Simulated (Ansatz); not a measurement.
## NbH₂: strain energy, fitted

NbH₂, Fm-3m, a = 4.518 Å. The structure is a COD entry; whether it is the stable form wasn't checked. Ansatz: PBEsol, PAW, 420 eV, Γ-centred 12×12×8 mesh on 6 atoms, Gaussian smearing 0.10 eV; no spin polarisation. Series: equal strain along all axes, cell held, atoms fixed by symmetry; x is the strain in per cent. y is the free energy over the unstrained cell, V0 = 7.685 Å³/atom.

| x (%) | y (meV/atom) |
| --- | --- |
| -4.5 | 96.70 |
| -3.0 | 41.00 |
| -1.5 | ? |
| 0.0 | 0.00 |
| 1.5 | 8.87 |
| 3.0 | 33.99 |
| 4.5 | 73.21 |

Fit y = c2 x² + c3 x³ to the other rows, turn c2 into a modulus, and predict the missing energy.

Least squares on the rows shown. y = 4.1902 x² − 0.12899 x³. In eV per unit strain² c2 is 41.90; the stiffness is B for this strain (E = 9/2 B V0 ε², shape held): 2 × 41.90 × 160.2 / (9 × 7.685) = 194 GPa. At x = -1.5 the fit asked for gives 9.86 meV/atom. The run gave 9.79 meV/atom, so the fit is 0.07 meV/atom too high, within the rms miss on the fitted rows (0.16 meV/atom).